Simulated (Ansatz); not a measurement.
## Levels at Γ against strain in CuCl

```
CELL_PARAMETERS angstrom
0.00000 2.71010 2.71010
2.71010 0.00000 2.71010
2.71010 2.71010 0.00000
ATOMIC_POSITIONS crystal
Cu 0.00000 0.00000 0.00000
Cl 0.75000 0.75000 0.75000
```

Atom numbers follow the list: Cu1, Cl2.

The geometry is COD entry 9013925, unchecked; take it as a test cell.

Level of theory: DFT, LDA, all-electron LAPW, scalar-relativistic in Ansatz 0.2.0.

Sampling and basis: a Γ-centred 13×13×13 k mesh, Fermi–Dirac smearing of 0.05 eV, basis error target 0.25 meV/atom, no spin polarisation.

The cell is scaled evenly. Fractional coordinates are held (clamped ions).

Only quantities that a quadratic follows smoothly over the whole series are listed; rougher ones are left out.

| ln(V/Vcell) | direct gap at Γ (eV) | smallest gap on mesh and path (eV) |
| --- | --- | --- |
| -0.0619 | 0.510 | 0.510 |
| -0.0202 | 0.427 | 0.427 |
| -0.0101 | 0.408 | 0.408 |
| 0.0000 | 0.390 | 0.390 |
| 0.0100 | 0.372 | 0.372 |
| 0.0198 | 0.355 | 0.355 |
| 0.0392 | 0.323 | 0.323 |
| 0.0583 | 0.294 | 0.294 |

**Question.** Fit the series and give the slopes at zero strain.

**Answer.** Least-squares fits y = p0 + p1 x + p2 x² to the rows give direct gap at Γ (eV): p1 = -1.79, p2 = 2.5; smallest gap on mesh and path (eV): p1 = -1.79, p2 = 2.5. So dEg/dln V = -1.8 eV for the direct gap at Γ, the fundamental gap of this crystal. Semilocal gaps are too small, but their slopes carry over better.

**Question.** One run, at ln(V/Vcell) = -0.0408, is withheld. Predict its row.

**Answer.** The fits give 0.467, 0.467; the run gave 0.467, 0.467.
